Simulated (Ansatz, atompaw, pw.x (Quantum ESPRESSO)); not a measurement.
# Equation-of-state test of one PAW (atompaw) potential (cobalt)

* Element: Co
* Generator: atompaw 4.2.0.5
* Type: PAW
* Functional: PBEsol
* Relativity: scalar-relativistic
* Frozen core: [Ar]
* Valence charge: 9
* Reference configuration: 3d7 4s2 4p0
* Partial waves: 4s (bound); 4s channel at 2 Ry; 4p (bound, empty); 4p channel at 2.05 Ry; 3d (bound); 3d channel at 2.25 Ry
* Local potential: troulliermartins scheme with l = 3 at 0.5 Ry, radius 2.50 bohr
* Core correction: smooth core density matched at 1.65 bohr
* Augmentation charge: sinc compensation charge, radius 2.85 bohr; PAW radius 3.00 bohr; waves and projectors: bloechl

Crystal test: bcc Co in pw.x 7.5, no spin, 17³ k-points, Fermi–Dirac smearing 0.01 Ry, cutoffs 40/400 Ry. The reference is all-electron LAPW (Ansatz 0.2.0) with the same functional, mesh and smearing; V0 and B0 come from Birch–Murnaghan fits to the pressures at five volumes. Errors are pseudo minus all-electron; Δ is the rms difference of the E(V) curves that follow from these fits, minima aligned, over ±6 % about the mean V0. Mesh and smearing are coarse, so the numbers serve the comparison and aren't converged zero-temperature values; the lattice is a test structure that the element need not adopt. Spin polarisation and strong correlation are left out, which matters for this element.

| V (Å³/atom) | P all-electron (GPa) | P pseudo (GPa) |
| --- | --- | --- |
| 9.621 | 16.34 | 5.94 |
| 9.874 | 8.02 | -5.28 |
| 10.127 | 0.79 | -14.66 |
| 10.380 | -5.46 | -22.46 |
| 10.633 | -10.89 | -28.92 |

All-electron: a0 = 2.729 Å (V0 = 10.16 Å³/atom), B0 = 264.8 GPa.

Pseudopotential: mean pressure error (GPa): -14.84; a0 (Å): 2.692; a0 error (%): -1.36; B0 error (%): +62.9; Δ (meV/atom): 30.2. The largest radius (3.00 bohr) exceeds half the bond length (2.23 bohr), so the spheres overlap, which is one possible source of error among others. This is a poor potential for the solid.

Question: At the middle volume, how do free energy and pressure move when the wave cutoff is lowered (ecutrho held at 400 Ry)?

Answer:

```tsv
cutoff (Ry)	shift of F (meV/atom)	shift of P (GPa)
18	+445.0	-22.66
24	+77.3	-3.27
32	+7.3	-0.32
```

The run at the middle volume (165 k-points, 11 iterations) took about 8.6 s on one core of a shared host (Intel(R) Xeon(R) 6975P-C, 192 threads, 378 GiB, load 58).
